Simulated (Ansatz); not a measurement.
**LiF (Fm-3m): one-shot GW input and result**

The calculation used G0W0@PBE, plasmon-pole screening, all-electron datasets in plane waves (scalar-relativistic, Gaussian nuclei) in Ansatz 0.2.0-dev.

The input was:

```yaml
crystal:
  lattice:
    - [0.0, 2.013, 2.013]
    - [2.013, 0.0, 2.013]
    - [2.013, 2.013, 0.0]
  atoms:
    - { symbol: Li, position: [0.0, 0.0, 0.0] }
    - { symbol: F, position: [0.5, 0.5, 0.5] }
basis:
  precision: f64
  xc_grid: 2
kpoints:
  mp_grid: { grid: [4, 4, 4], shift: [0, 0, 0] }
hamiltonian:
  xc: pbe
  dispersion: none
  pseudopotentials: { kind: all_electron, nuclear_model: gaussian }
magnetization:
  spin_polarized: false
scf:
  lower_state_search: "off"
  max_iter: 200
  occupations: { method: fixed }
  convergence: { dr2_threshold: "1e-10 eV" }
output: {}
gw:
  n_empty_bands: 105
  ecut_chi: 200
  ecutfock_ratio: 1
  qp_bands: [v4, c2]
  plasmon_pole_fit_frequency: 26.0
```

Linearised quasiparticle energies, zero at the top filled Kohn-Sham level among these points. VB is the top filled band, CB the lowest empty one. The wave cutoff came out at 3300 eV.

```tsv
k	band	ε_KS (eV)	Σx − Vxc (eV)	Σc (eV)	Z	ε_QP (eV)
Γ	VB	0.00	-7.70	4.48	0.82	-2.65
Γ	CB	9.08	4.98	-3.10	0.89	10.75
Γ	CB+1	23.96	6.88	-4.16	0.87	26.33
```

The gap (direct at Γ) opens from 9.08 eV to 13.40 eV.

Electronic (ion-clamped) dielectric constant on this mesh, from the head of the inverse dielectric matrix: 2.0.

The cell is a model at fixed atoms and needn't be the relaxed known crystal. The mesh is coarse, so these are values at the stated settings, not converged ones. Band sums or response are cut, so the gap isn't at its basis limit.
